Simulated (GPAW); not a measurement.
Crystal: Zn.

```xyz
3
Lattice="3.7711 0.0000 0.0000 0.0000 3.7711 0.0000 0.0000 0.0000 3.7711" Properties=species:S:1:pos:R:3 pbc="T T T"
Zn    0.0000    1.8856    1.8856
Zn    1.8856    0.0000    1.8856
Zn    1.8856    1.8856    0.0000
```

The cell was built by a generator and needn't be a form met in nature.

Base run:

| Quantity | Value |
| --- | --- |
| Program | GPAW 26.7.0 |
| Functional | r2SCAN |
| Potentials or basis | GPAW PAW data sets (gpaw-data 1.2.1) |
| Cutoff | 600 eV |
| Basis | pw |
| k mesh | 7 × 7 × 7 |
| Occupations | fermi-dirac, width 0.05 eV |
| Spin | no spin polarisation |

Its results: pressure -3.6 GPa.

Question: The run is repeated on the same cell with these changes: functional from r2SCAN to PBE. What comes out?

Answer: Pressure -0.6 GPa.

Caveats: the PAW data sets were made with another functional, which shifts forces and pressure a little (some runs).
